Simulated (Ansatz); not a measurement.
The system is CuO.

```
CELL_PARAMETERS angstrom
4.16094 0.00000 0.00000
0.00000 4.16094 0.00000
0.00000 0.00000 3.88764
ATOMIC_POSITIONS crystal
Cu 0.97755 0.98817 0.96033
Cu 0.03967 0.52611 0.51817
Cu 0.48116 0.99342 0.50592
O 0.01104 0.50282 0.97548
O 0.46136 0.98875 0.98674
O 0.02922 0.00073 0.55336
```

The cell comes from a database or a generator and needn't be the stable form of this composition.

The cell isn't the ideal one: all atoms moved at random, sigma 0.1 Å a component.

* Program: Ansatz 0.2.0
* Task: relaxation of cell and atoms
* Functional: r2SCAN
* Potentials or basis: Ansatz PAW
* Cutoff: 500 eV (not typed: the program's choice for these potentials)
* k mesh: 7 × 7 × 7
* Occupations: fermi-dirac, width 0.05 eV
* Spin: no spin polarisation

At the start: volume 11.22 Å³/atom.

Task: Where does the relaxation end?

Result: It ends after 7 steps and the volume is 10.88 Å³/atom (-3.0 %); space group P4/mmm (No. 123, to 0.05 Å).

The path:
```csv
step,energy change (eV),largest force (eV/Å),volume (Å³)
1,0.0000,9.7584,67.31
2,-1.1009,5.8218,66.26
3,-2.0035,0.1112,65.42
4,-2.0071,0.0023,65.52
5,-2.0080,0.0009,65.36
6,-2.0082,0.0001,65.28
7,-2.0063,0.0001,65.28
```

Final structure:
```xyz
6
Lattice="4.1195 0.0000 0.0000 0.0000 4.1195 0.0000 0.0000 0.0000 3.8467" Properties=species:S:1:pos:R:3 pbc="T T T"
Cu    4.1194    4.1195    3.8468
Cu    0.0001    2.0598    1.9234
Cu    2.0597    4.1195    1.9234
O     0.0000    2.0598    3.8467
O     2.0597    4.1195    3.8468
O     0.0000    0.0000    1.9234
```

Caveat: the plane-wave basis is chosen anew once the cell has moved, so the energies of steps on either side of that aren't comparable; an odd number of electrons without spin polarisation forces a metal; a magnetic or distorted state may lie lower; the run has no spin polarisation, though such a crystal can be magnetic; the PAW data sets come from PBE, with cores solved anew for the run's functional, which leaves a small shift of forces and pressure.
